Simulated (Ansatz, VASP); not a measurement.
GaN: VASP beside Ansatz

```
Ga N
1.0
     3.25944    0.00000    0.00000
    -1.62972    2.82276    0.00000
     0.00000    0.00000    4.86439
Ga N
2 2
Direct
  0.33333 0.66667 0.25000
  0.66667 0.33333 0.75000
  0.66667 0.33333 0.25000
  0.33333 0.66667 0.75000
```

Change from the starting cell: epitaxial_xy strain -1.2%.

Alike in both runs: task single point; functional r2SCAN; k mesh 12 × 12 × 6; no spin polarisation.

|  | VASP | Ansatz |
| --- | --- | --- |
| version | VASP 6.6.1 | Ansatz 0.2.0 |
| potentials or method | VASP PAW PBE potentials, release 64 (Ga_d, N) | plane waves, PAW |
| plane-wave cutoff (eV) | 520 | 500 |
| occupations | gaussian, width 0.01 eV | fixed |
| valence electrons in the cell | 36 | 36 |

```csv
,VASP,Ansatz,Ansatz less VASP
gap on the k mesh at the Fermi level (eV),2.00,1.99,-0.006
pressure (GPa),4.6,3.5,-1.07
largest component of the traceless stress (GPa),4.44,3.53,-0.913
```

Caveats: the PAW data sets were made with another functional, which shifts forces and pressure a little (VASP).
